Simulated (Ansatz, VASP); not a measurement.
One calculation of NaH, two programs

```
CELL_PARAMETERS angstrom
0.00000 2.47660 2.44000
2.47660 0.00000 2.44000
2.47660 2.47660 0.00000
ATOMIC_POSITIONS crystal
Na 0.00000 0.00000 0.00000
H 0.50000 0.50000 0.50000
```

Change from the starting cell: x and y stretched by +1.5 %, z held.

Alike in both runs: task single point; functional PBE; k mesh 9 × 9 × 9; occupations fermi-dirac, width 0.03 eV; no spin polarisation.

|  | VASP | Ansatz |
| --- | --- | --- |
| version | VASP 6.6.1 | Ansatz 0.2.0 |
| potentials or method | VASP PAW PBE potentials, release 64 (Na_pv, H), cutoff 520 eV | all-electron LAPW, scalar-relativistic |

```csv
,VASP,Ansatz,Ansatz less VASP
gap on the k mesh at the Fermi level (eV),3.93,3.93,+0.002
pressure (GPa),-1.3,-1.2,+0.06
largest component of the traceless stress (GPa),0.24,0.23,-0.003
```

Ansatz ran all-electron here, so the differences hold the error of VASP's frozen core and of both bases.

Caveats: an odd mesh through Γ misses points on the zone boundary, where band edges often lie.
